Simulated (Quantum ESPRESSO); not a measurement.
## Si in Quantum ESPRESSO: the effect of functional

Si:

```
CELL_PARAMETERS angstrom
0.00000 2.72185 2.72185
2.72185 0.00000 2.72185
2.72185 2.72185 0.00000
ATOMIC_POSITIONS crystal
Si 0.50000 0.50000 0.50000
Si 0.75000 0.75000 0.75000
```

Alike in all runs:

```yaml
Program: Quantum ESPRESSO 7.5
Task: phonons
Cutoff: 612 eV
Density_cutoff: 4898 eV
k_mesh: 6 × 6 × 6, shifted
Occupations: fermi-dirac, width 0.05 eV
Spin: no spin polarisation
```

Each run relaxes the cell or the atoms first.

Task: One run gave: relaxed volume 20.18 Å³/atom; dielectric constant 13.22 mean; highest phonon frequency 509 cm⁻¹. Which functional did it use?
A. PW91
B. revPBE
C. vdW-DF-cx
D. PBE
E. WC

Result: C.

```tsv
functional	potentials or basis	relaxed volume (Å³/atom)	dielectric constant (mean)	highest phonon frequency (cm⁻¹)
LDA	GBRV 1.5 LDA	19.69	13.38	514
PBE	GBRV 1.5 PBE	20.43	13.09	503
WC	GBRV 1.5 PBE	20.12	13.48	508
revPBE	GBRV 1.5 PBE	20.56	12.93	501
PW91	GBRV 1.5 PBE	20.45	13.07	502
vdW-DF-cx	GBRV 1.5 PBE	20.18	13.22	509
```

Caveats: the potentials were made for another functional, which shifts forces and pressure (some runs).

Not every run made on this cell is shown here.
